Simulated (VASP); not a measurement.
# CdS (Greenockite) (P6_3mc) in VASP: settings compared

The runs below take CdS (Greenockite) through relaxation of cell and atoms, single point, with PW91, AM05, PBE, LDA.

Program: VASP 6.6.1. These are calculated values, not measurements. Logs are shortened: lines on timing, memory, paths and dates and some standing lists are left out, and cuts for length are marked.

**The experiment to reproduce.**

From “Isotope dependence of band-gap energy”, 2008, arxiv:0807.2152, for a bulk crystal of CdS: band gap 2.5809 ± 0.0002 eV.

The results are compared with them further down.

## Step 1: The structure

It takes space group P6_3mc (No. 186, hexagonal). The conventional cell has a = 4.150 Å, b = 4.150 Å, c = 6.737 Å, α = 90.00°, β = 90.00°, γ = 120.00°. Around Cd (site symmetry 3m) lie 4 S at 2.53 to 2.54 Å. S (site symmetry 3m) is surrounded by 4 Cd at 2.53 to 2.54 Å.

## Step 2: Relaxation of cell and atoms, PW91

INCAR

```
PREC     = Accurate       # precision mode
ENCUT    = 600            # plane-wave cutoff, eV
EDIFF    = 1E-7           # SCF threshold, eV
ISMEAR   = -1             # smearing method
SIGMA    = 0.05           # smearing width, eV
LREAL    = False          # projectors in reciprocal space
LASPH    = True           # aspherical terms in the spheres
NELM     = 80             # most SCF steps
ALGO     = Fast           # electronic algorithm
ISIF     = 3              # what is computed and relaxed
LWAVE    = False          # write WAVECAR
LCHARG   = False          # write CHGCAR
GGA      = 91             # functional
IBRION   = 2              # ionic algorithm
NSW      = 60             # ionic steps
EDIFFG   = -0.02          # ionic threshold
```

KPOINTS

```
regular mesh
0
Gamma
  7 7 4
```

POSCAR

```
CdS
1.0
    4.1500000000      0.0000000000      0.0000000000
   -2.0750000000      3.5940054257      0.0000000000
    0.0000000000      0.0000000000      6.7370000000
Cd S
2 2
Direct
    0.6666666667      0.3333333333      0.5000000000
    0.3333333333      0.6666666667      0.0000000000
    0.6666666667      0.3333333333      0.8750000000
    0.3333333333      0.6666666667      0.3750000000
```

Potentials or basis: VASP PAW PBE potentials, release 64 (Cd, S).

Launch:

```bash
$ cat potpaw_PBE.64/Cd/POTCAR potpaw_PBE.64/S/POTCAR > POTCAR
$ mpirun -np 1 vasp_std > vasp.out
```

OUTCAR:

```text
PREC = Accurate
   ENCUT = 600
   EDIFF = 1E-7
   ISMEAR = -1
   LREAL = False
   LASPH = True
   NELM = 80
   ISIF = 3
   GGA = 91
   IBRION = 2
   NSW = 60
   EDIFFG = -0.02

 ion  position               nearest neighbor table
   1  0.667  0.333  0.500-   3 2.53   4 2.54   4 2.54   4 2.54
   2  0.333  0.667  0.000-   4 2.53   3 2.54   3 2.54   3 2.54
   3  0.667  0.333  0.875-   1 2.53   2 2.54   2 2.54   2 2.54
   4  0.333  0.667  0.375-   2 2.53   1 2.54   1 2.54   1 2.54

  LATTYP: Found a hexagonal cell.
 ALAT       =     4.1500000000
 C/A-ratio  =     1.6233734940

  Lattice vectors:

 A1 = (   4.1500000000,   0.0000000000,   0.0000000000)
 A2 = (  -2.0750000000,   3.5940054257,   0.0000000000)
 A3 = (   0.0000000000,   0.0000000000,   6.7370000000)

Analysis of symmetry for initial positions (statically):
=====================================================================
 Subroutine PRICEL returns:
 Original cell was already a primitive cell.

 Routine SETGRP: Setting up the symmetry group for a
 hexagonal supercell.

 Subroutine GETGRP returns: Found 12 space group operations
 (whereof  6 operations were pure point group operations)
 out of a pool of 24 trial point group operations.

The static configuration has the point symmetry C_3v.
 The point group associated with its full space group is C_6v.

Analysis of symmetry for dynamics (positions and initial velocities):
=====================================================================
 Subroutine PRICEL returns:
 Original cell was already a primitive cell.

 Routine SETGRP: Setting up the symmetry group for a
 hexagonal supercell.

 Subroutine GETGRP returns: Found 12 space group operations
 (whereof  6 operations were pure point group operations)
 out of a pool of 24 trial point group operations.

The dynamic configuration has the point symmetry C_3v.
 The point group associated with its full space group is C_6v.

 Subroutine INISYM returns: Found 12 space group operations
 (whereof  6 operations are pure point group operations),
 and found     1 'primitive' translations

----------------------------------------------------------------------------------------

                                     Primitive cell

  volume of cell :     100.4832

  direct lattice vectors                    reciprocal lattice vectors
     4.150000000  0.000000000  0.000000000     0.240963855  0.139120547  0.000000000
    -2.075000000  3.594005426  0.000000000     0.000000000  0.278241094  0.000000000
     0.000000000  0.000000000  6.737000000     0.000000000  0.000000000  0.148434021

  length of vectors
     4.150000000  4.150000000  6.737000000     0.278241094  0.278241094  0.148434021

  position of ions in fractional coordinates (direct lattice)
     0.666666667  0.333333333  0.500000000
     0.333333333  0.666666667  0.000000000
     0.666666667  0.333333333  0.875000000
     0.333333333  0.666666667  0.375000000

  ion indices of the primitive-cell ions
   primitive index   ion index
                 1           1
                 2           2
                 3           3
                 4           4

----------------------------------------------------------------------------------------

 KPOINTS: regular mesh

Automatic generation of k-mesh.
 Grid dimensions read from file:
 generate k-points for:    7    7    4

 Generating k-lattice:

  Cartesian coordinates                     Fractional coordinates (reciprocal lattice)
     0.034423408  0.019874364  0.000000000     0.142857143  0.000000000  0.000000000
     0.000000000  0.039748728  0.000000000     0.000000000  0.142857143  0.000000000
     0.000000000  0.000000000  0.037108505     0.000000000  0.000000000  0.250000000

  Length of vectors
     0.039748728  0.039748728  0.037108505

  Shift w.r.t. Gamma in fractional coordinates (k-lattice)
     0.000000000  0.000000000  0.000000000

 Subroutine IBZKPT returns following result:
 ===========================================

 Found     24 irreducible k-points:

 Following reciprocal coordinates:
            Coordinates               Weight
  0.000000  0.000000  0.000000      1.000000
  0.142857 -0.000000  0.000000      6.000000
  0.285714 -0.000000  0.000000      6.000000
  0.428571 -0.000000  0.000000      6.000000
  0.142857  0.142857  0.000000      6.000000
  0.285714  0.142857  0.000000     12.000000
[... 16 lines left out ...]
  0.428571  0.142857  0.500000      6.000000
  0.285714  0.285714  0.500000      6.000000
   k-points           NKPTS =     24   k-points in BZ     NKDIM =     24   number of bands    NBANDS=     22
   number of dos      NEDOS =    301   number of ions     NIONS =      4
   total plane-waves  NPLWV =  69984
   dimension x,y,z NGX =    36 NGY =   36 NGZ =   54
   dimension x,y,z NGXF=    72 NGYF=   72 NGZF=  108
   ions per type =               2   2
   NGX,Y,Z   is equivalent  to a cutoff of  14.42, 14.42, 13.33 a.u.
   NGXF,Y,Z  is equivalent  to a cutoff of  28.84, 28.84, 26.65 a.u.
 SYSTEM =  unknown system
   PREC   = accura    normal or accurate (medium, high low for compatibility)
   ISTART =      0    job   : 0-new  1-cont  2-samecut
   ICHARG =      2    charge: 1-file 2-atom 10-const
   ISPIN  =      1    spin polarized calculation?
   LNONCOLLINEAR =      F non collinear calculations
   LSORBIT =      F    spin-orbit coupling
   LASPH  =      T    aspherical Exc in radial PAW
   ENCUT  =  600.0 eV  44.10 Ry    6.64 a.u.   8.29  8.29 13.46*2*pi/ulx,y,z
   NELM   =     80;   NELMIN=  2; NELMDL= -5     # of ELM steps
   EDIFF  = 0.1E-06   stopping-criterion for ELM
   LREAL  =      F    real-space projection
   EDIFFG = -.2E-01   stopping-criterion for IOM
   NSW    =     60    number of steps for IOM
   IBRION =      2    ionic relax: 0-MD 1-quasi-New 2-CG
   NFREE  =      1    steps in history (QN), initial steepest desc. (CG)
   ISIF   =      3    stress and relaxation
   ISYM   =      2    0-nonsym 1-usesym 2-fastsym
   POTIM  = 0.5000    time-step for ionic-motion
   TEBEG  =    0.0;   TEEND  =   0.0 temperature during run
   PSTRESS=    0.0 pullay stress
   NELECT =      36.0000    total number of electrons
   NUPDOWN=      -1.0000    fix difference up-down
   EMIN   =  10.00;   EMAX   =-10.00  energy-range for DOS
   EFERMI =   0.00;   METHOD = LEGACY
   ISMEAR =    -1;   SIGMA  =   0.05  broadening in eV -4-tet -1-fermi 0-gaus
   EFERMI_NEDOS =   21; number of points for ismear=-14 and -15
   IALGO  =     68    algorithm
   IMIX   =      4    mixing-type and parameters
     AMIX     =   0.40;   BMIX     =  1.00
     AMIX_MAG =   1.60;   BMIX_MAG =  1.00
  volume/ion in A,a.u.               =      25.12       169.52
  Fermi-wavevector in a.u.,A,eV,Ry     =   1.162727  2.197236 18.394190  1.351935
  Thomas-Fermi vector in A             =   2.299285
   LORBIT       =      0    0 simple, 1 ext, 2 COOP (PROOUT), +10 PAW based schemes
   GGA     = 91    functional components
   LHFCALC =     F    Hartree Fock is set to
   AEXX    =    0.0000 exact exchange contribution
   IVDW    =     0    specifies the selected vdW correction
   LEPSILON=     F    determine dielectric tensor
   LRPA    =     F    only Hartree local field effects (RPA)
 conjugate gradient relaxation of ions
 non-spin polarized calculation
 RMM-DIIS sequential band-by-band and
  energy-cutoff  :      600.00
  volume of cell :      100.48
 maximum number of plane-waves:      3376
 NGX is ok and might be reduce to    36
   NGX = 17   NGY = 17   NGZ = 27

--------------------------------------- Ionic step        1  -------------------------------------------

 number of electron      36.0000008 magnetization

 Free energy of the ion-electron system (eV)
  ---------------------------------------------------
  ext. energy  EPLUGINS =         0.00000000
  ---------------------------------------------------
  free energy    TOTEN  =       -12.36365193 eV

  energy without entropy =      -12.36365174  energy(sigma->0) =      -12.36365183

------------------------ aborting loop because EDIFF is reached ----------------------------------------

  FORCE on cell =-STRESS in cart. coord.  units (eV):
  Direction    XX          YY          ZZ          XY          YZ          ZX
  --------------------------------------------------------------------------------------
  -------------------------------------------------------------------------------------
  Total        1.3182652      1.3182652      1.7355087      0.0000000      0.0000000      0.0000000
  in kB       21.0193842     21.0193842     27.6722201      0.0000000      0.0000000      0.0000000
  external PRESSURE =      23.2369962 kB  Pullay stress =       0.0000000 kB

 VOLUME and BASIS-vectors are now :
 -----------------------------------------------------------------------------
  energy-cutoff  :      600.00
  volume of cell :      100.48
      direct lattice vectors                 reciprocal lattice vectors
     4.150000000  0.000000000  0.000000000     0.240963855  0.139120547  0.000000000
    -2.075000000  3.594005426  0.000000000     0.000000000  0.278241094  0.000000000
     0.000000000  0.000000000  6.737000000     0.000000000  0.000000000  0.148434021
[... 39 lines left out ...]
 POSITION                                       TOTAL-FORCE (eV/Angst)
 -----------------------------------------------------------------------------------
      2.10799      1.21705      3.43557        -0.000000      0.000000     -0.001032
     -0.00000      2.43410      6.87458         0.000000      0.000000     -0.001032
      2.10799      1.21705      6.02170        -0.000000      0.000000      0.001032
     -0.00000      2.43410      2.58269         0.000000      0.000000      0.001032
 -----------------------------------------------------------------------------------
    total drift:                               -0.000000     -0.000000      0.000481

  FREE ENERGIE OF THE ION-ELECTRON SYSTEM (eV)
  ---------------------------------------------------
  free  energy   TOTEN  =       -12.3895605135 eV

  energy  without entropy=      -12.3895598775  energy(sigma->0) =      -12.38956020

--------------------------------------- Ionic step        3  -------------------------------------------

 number of electron      36.0000003 magnetization

 Free energy of the ion-electron system (eV)
  ---------------------------------------------------
  ext. energy  EPLUGINS =         0.00000000
  ---------------------------------------------------
  free energy    TOTEN  =       -12.39253853 eV

  energy without entropy =      -12.39253806  energy(sigma->0) =      -12.39253830

 E-fermi :   1.4061     XC(G=0):  -8.9681

 val. band max:        0.8322383139   @ k =   0.0000   0.0000   0.0000
 cond. band min:       1.9158764694   @ k =   0.0000   0.0000   0.0000
 fundamental gap:      1.0836381555
 Fermi energy:         1.4060714308

 k-point     1 :       0.0000    0.0000    0.0000
  band No.  band energies     occupation
      1     -11.2244      2.00000
      2     -10.8403      2.00000
      3      -6.7259      2.00000
      4      -6.7156      2.00000
      5      -6.7156      2.00000
      6      -6.6414      2.00000
[... 14 lines left out ...]
     21       7.3064      0.00000
     22       7.3064      0.00000
[... 595 lines left out ...]
 POSITION                                       TOTAL-FORCE (eV/Angst)
 -----------------------------------------------------------------------------------
      2.09987      1.21236      3.41905         0.000000     -0.000000     -0.014563
     -0.00000      2.42472      6.84069        -0.000000     -0.000000     -0.014563
      2.09987      1.21236      5.99047        -0.000000      0.000000      0.014563
     -0.00000      2.42472      2.56882         0.000000     -0.000000      0.014563
 -----------------------------------------------------------------------------------
    total drift:                               -0.000000     -0.000000     -0.000675

  FREE ENERGIE OF THE ION-ELECTRON SYSTEM (eV)
  ---------------------------------------------------
  free  energy   TOTEN  =       -12.3925385318 eV

  energy  without entropy=      -12.3925380620  energy(sigma->0) =      -12.39253830

 reached required accuracy - stopping structural energy minimisation
```

Wall time 2.6 min (1 thread of Intel Xeon Platinum 8488C (Sapphire Rapids), shared host); peak memory 0.28 GiB.

Results:

- Free energy: -12.3925 eV
- Relaxed volume: 26.13 Å³/atom
- Relaxed cell: a = 4.200 Å, b = 4.200 Å, c = 6.843 Å, α = 90.00°, β = 90.00°, γ = 120.00°
- Space group after relaxing (to 0.05 Å): P6_3mc (No. 186)
- Energy gained by relaxing: 7.2 meV/atom
- Ionic steps: 3
- Pressure after relaxing: 0.0 GPa
- Largest force after relaxing: 0.015 eV/Å
- Band gap on the k mesh: 1.08 eV, direct

Forces on the atoms (eV/Å):
```
Cd   0.000  0.000 -0.015
Cd   0.000  0.000 -0.015
S    0.000  0.000  0.015
S    0.000  0.000  0.015
```

Step by step:
| step | energy change (eV) | largest force (eV/Å) | pressure (GPa) | volume (Å³) |
| --- | --- | --- | --- | --- |
| 1 | 0.0000 | 0.0697 | 2.32 | 100.48 |
| 2 | -0.0259 | 0.0010 | -0.61 | 105.87 |
| 3 | -0.0289 | 0.0146 | -0.01 | 104.53 |

Final structure:
```
Cd S
1.0
     4.19973    0.00000    0.00000
    -2.09987    3.63707    0.00000
     0.00000    0.00000    6.84328
Cd S
2 2
Direct
  0.66667 0.33333 0.49962
  0.33333 0.66667 0.99962
  0.66667 0.33333 0.87538
  0.33333 0.66667 0.37538
```

Levels at points of the mesh, in eV from the valence-band top:
```
           k point  band 15  band 16  band 17  band 18  band 19  band 20  band 21  band 22
(0.00, 0.00, 0.00)    -0.69    -0.04     0.00     0.00     1.08     2.73     6.47     6.47
(0.00, 0.00, 0.50)    -0.36    -0.36    -0.36    -0.36     2.74     2.74     6.12     6.12
```

Caveat: the PAW data sets were made with another functional, which shifts forces and pressure a little. Zero-point motion and thermal expansion aren't in these numbers.

## Step 3: Relaxation of cell and atoms, AM05

INCAR

```
PREC     = Accurate       # precision mode
ENCUT    = 600            # plane-wave cutoff, eV
EDIFF    = 1E-6           # SCF threshold, eV
ISMEAR   = -1             # smearing method
SIGMA    = 0.05           # smearing width, eV
LREAL    = False          # projectors in reciprocal space
LASPH    = True           # aspherical terms in the spheres
NELM     = 100            # most SCF steps
ALGO     = Fast           # electronic algorithm
ISIF     = 3              # what is computed and relaxed
LWAVE    = False          # write WAVECAR
LCHARG   = False          # write CHGCAR
GGA      = AM             # functional
IBRION   = 2              # ionic algorithm
NSW      = 40             # ionic steps
EDIFFG   = -0.005         # ionic threshold
```

KPOINTS

```
Automatic mesh
0
Gamma
  7 7 4
```

POSCAR is that of step 2.

Potentials or basis: VASP PAW PBE potentials, release 64 (Cd, S).

Launch:

```bash
$ cat potpaw_PBE.64/Cd/POTCAR potpaw_PBE.64/S/POTCAR > POTCAR
$ mpirun -np 1 vasp_std > vasp.out
```

It took 5.9 min on 1 thread of Intel Xeon Platinum 8488C (Sapphire Rapids), shared host; peak memory 0.29 GiB.

Results (log left out):

```yaml
Free_energy: -12.7016 eV
Relaxed_volume: 25.09 Å³/atom
Relaxed_cell: a = 4.144 Å, b = 4.144 Å, c = 6.746 Å, α = 90.00°, β = 90.00°, γ = 120.00°
Space_group_after_relaxing_to_0.05_Å: P6_3mc (No. 186)
Energy_gained_by_relaxing: 0.2 meV/atom
Ionic_steps: 11
Pressure_after_relaxing: 0.0 GPa
Band_gap_on_the_k_mesh: 1.18 eV, direct
```

The path:
| step | energy change (eV) | largest force (eV/Å) | pressure (GPa) | volume (Å³) |
| --- | --- | --- | --- | --- |
| 1 | 0.0000 | 0.0665 | -0.07 | 100.48 |
| 2 | -0.0009 | 0.0040 | 0.02 | 100.33 |
| 3 | -0.0009 | 0.0078 | 0.02 | 100.33 |
| 4 | -0.0009 | 0.0102 | 0.03 | 100.34 |
| 5 | -0.0007 | 0.0372 | -0.02 | 100.41 |
| 6 | -0.0009 | 0.0102 | 0.02 | 100.34 |
| 7 | -0.0010 | 0.0077 | -0.01 | 100.38 |
| 8 | -0.0010 | 0.0054 | -0.04 | 100.43 |
| 9 | -0.0010 | 0.0030 | -0.02 | 100.40 |
| 10 | -0.0010 | 0.0026 | 0.04 | 100.32 |
| 11 | -0.0010 | 0.0011 | 0.01 | 100.35 |

Final structure:
```
Cd S
1.0
     4.14437    0.00000    0.00000
    -2.07219    3.58913    0.00000
     0.00000    0.00000    6.74638
Cd S
2 2
Direct
  0.66667 0.33333 0.49927
  0.33333 0.66667 0.99927
  0.66667 0.33333 0.87573
  0.33333 0.66667 0.37573
```

Levels at points of the mesh, in eV from the valence-band top:
```tsv
k point	band 14	band 15	band 16	band 17	band 18	band 19	band 20	band 21	band 22
(0.00, 0.00, 0.00)	-0.75	-0.75	-0.04	0.00	0.00	1.18	2.74	6.43	6.43
(0.00, 0.00, 0.50)	-2.47	-0.39	-0.39	-0.39	-0.39	2.82	2.82	6.16	6.16
```

Caveat: the PAW data sets were made with another functional, which shifts forces and pressure a little.

## Step 4: Single point, PBE

INCAR

```
PREC = Accurate ; ENCUT = 520
EDIFF = 1E-7 ; ISMEAR = 0
SIGMA = 0.011 ; LREAL = F
LASPH = T ; NELM = 100
ALGO = Normal ; ISIF = 2
LWAVE = F ; LCHARG = F
GGA = PE ; NBANDS = 26
```

KPOINTS

```
regular mesh
0
Gamma
  7 7 4
```

POSCAR is that of step 3.

Launch:

```bash
$ cat potpaw_PBE.64/Cd/POTCAR potpaw_PBE.64/S/POTCAR > POTCAR
$ mpirun -np 1 vasp_std > vasp.out
```

It took 30 s on 1 thread of Intel Xeon 6975P-C (Granite Rapids), shared host; peak memory 0.23 GiB.

The run converged. Its results:

- Free energy: -12.2671 eV
- Pressure: 2.4 GPa
- Largest force: 0.069 eV/Å
- Band gap on the k mesh: 1.20 eV, direct

Forces on the atoms (eV/Å):
```
Cd   0.000  0.000 -0.069
Cd   0.000  0.000 -0.069
S    0.000  0.000  0.069
S    0.000  0.000  0.069
```

Stress tensor (GPa, compression positive):
```
2.20 0.00 0.00
0.00 2.20 0.00
0.00 0.00 2.85
```

Levels at points of the mesh, in eV from the valence-band top:
```tsv
k point	band 16	band 17	band 18	band 19	band 20	band 21
(0.00, 0.00, 0.00)	-0.04	0.00	0.00	1.20	2.79	6.47
(0.00, 0.00, 0.50)	-0.39	-0.39	-0.39	2.85	2.85	6.20
```

[end of part 1 of 2]
